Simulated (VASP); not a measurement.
A run of VASP 6.6.1 is set up as follows.

File INCAR:

```
  PREC = Accurate
  ENCUT = 600
  EDIFF = 1E-7
  ISMEAR = 1
  SIGMA = 0.1
  LREAL = F
  LASPH = T
  NELM = 80
  ALGO = Normal
  ISIF = 3
  LWAVE = F
  LCHARG = F
  GGA = CA
  IBRION = 2
  NSW = 90
  EDIFFG = -0.005
  KPAR = 4
```

The input KPOINTS:

```
regular mesh
0
Gamma
  8 8 8
```

POSCAR

```
CoSi                                    
1.0
    4.3521433157     -0.0000000000      0.0000000000
   -0.0000000000      4.3521433157      0.0000000000
   -0.0000000000     -0.0000000000      4.3521433157
  Co              Si            
     4     4
Direct
     0.1457780591538974    0.1457780591538974    0.1457780591538974
     0.3542219408461025    0.8542219408461025    0.6457780591538975
     0.6457780591538975    0.3542219408461025    0.8542219408461025
     0.8542219408461025    0.6457780591538975    0.3542219408461025
     0.8431630922662771    0.8431630922662771    0.8431630922662771
     0.6568369077337229    0.1568369077337231    0.3431630922662769
     0.3431630922662769    0.6568369077337229    0.1568369077337231
     0.1568369077337231    0.3431630922662769    0.6568369077337229
```

Potentials or basis: VASP PAW LDA potentials, release 64 (Co, Si).

Run with:

```console
$ cat potpaw_LDA.64/Co/POTCAR potpaw_LDA.64/Si/POTCAR > POTCAR
$ mpirun -np 4 vasp_std > vasp.out
```

Task: Estimate the band gap on the k mesh.

Result: None (metal or under the smearing width).

Task: What does it give for the relaxed cell?

Result: a = 4.353 Å, b = 4.353 Å, c = 4.353 Å, α = 90.00°, β = 90.00°, γ = 90.00°.

Final structure:
```
Co Si
1.0
     4.35266    0.00000    0.00000
     0.00000    4.35266    0.00000
     0.00000    0.00000    4.35266
Co Si
4 4
Cartesian
  0.6346 0.6346 0.6346
  1.5418 3.7181 2.8109
  2.8109 1.5418 3.7181
  3.7181 2.8109 1.5418
  3.6699 3.6699 3.6699
  2.8591 0.6828 1.4935
  1.4935 2.8591 0.6828
  0.6828 1.4935 2.8591
```

Spin polarisation is off, so any magnetic state and its effect on volume and gap are missing.
